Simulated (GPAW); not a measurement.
Write an ASE script for GPAW 26.7.0 that does the following.

```yaml
Task: equation of state
Functional: LDA
Potentials_or_basis: the program's PAW data sets (release 1.2.1) made for this functional
Cutoff: 800 eV
Basis: pw
k_mesh: 9 × 9 × 9
Occupations: fermi-dirac, width 0.05 eV
Spin: no spin polarisation
Maxiter: 150
Eos_scales: "[0.94, 0.96, 0.98, 1.0, 1.02, 1.04, 1.06]"
```

The system is YN.

```
CELL_PARAMETERS angstrom
0.00000 2.43850 2.43850
2.43850 0.00000 2.43850
2.43850 2.43850 0.00000
ATOMIC_POSITIONS crystal
Y 0.00000 0.00000 0.00000
N 0.50000 0.50000 0.50000
```

One way to write it, as run:

run.py

```python
from ase import Atoms
from ase.eos import EquationOfState
from ase.io import Trajectory
from ase.units import GPa
from gpaw import GPAW, PW

atoms = Atoms(['Y', 'N'],
              cell=[[0.0, 2.4385, 2.4385],
                    [2.4385, 0.0, 2.4385],
                    [2.4385, 2.4385, 0.0]],
              scaled_positions=[[0.0, 0.0, 0.0],
                                [0.5, 0.5, 0.5]],
              pbc=True)

traj = Trajectory('eos.traj', 'w')
volumes, energies = [], []
for x in [0.94, 0.96, 0.98, 1.0, 1.02, 1.04, 1.06]:
    a = atoms.copy()
    a.set_cell(atoms.cell * x**(1 / 3), scale_atoms=True)
    calc = GPAW(mode=PW(800),
                xc='LDA',
                kpts={'size': (9, 9, 9), 'gamma': True},
                occupations={'name': 'fermi-dirac', 'width': 0.05},
                nbands=18,
                convergence={'density': 1e-05, 'energy': 1e-05},
                maxiter=150,
                txt=f'eos-{x:.2f}.txt')
    a.calc = calc
    energies.append(a.get_potential_energy(force_consistent=True))
    volumes.append(a.get_volume())
    p = -a.get_stress()[:3].mean() / GPa
    calc.write(f'eos-{x:.2f}.gpw')
    traj.write(a)
    print(f'{x:.2f} {volumes[-1]:10.4f} A^3 {energies[-1]:14.6f} eV {p:9.3f} GPa', flush=True)

v0, e0, B = EquationOfState(volumes, energies, eos='birchmurnaghan').fit()
print(f'V0 = {v0:.4f} A^3, E0 = {e0:.6f} eV, B0 = {B / GPa:.2f} GPa')
```

Potentials or basis: the program's PAW data sets (release 1.2.1) made for this functional, pw.

The run is started by

```bash
$ OMP_NUM_THREADS=1 python run.py
```

It gave:

```yaml
Equilibrium_volume: 13.92 Å³/atom
Bulk_modulus: 182 GPa
Pressure_derivative_of_the_bulk_modulus: 4.1
```

It took 75 s on 1 thread of Intel(R) Xeon(R) 6975P-C (Granite Rapids), with other jobs on the host, peak memory 0.22 GiB.
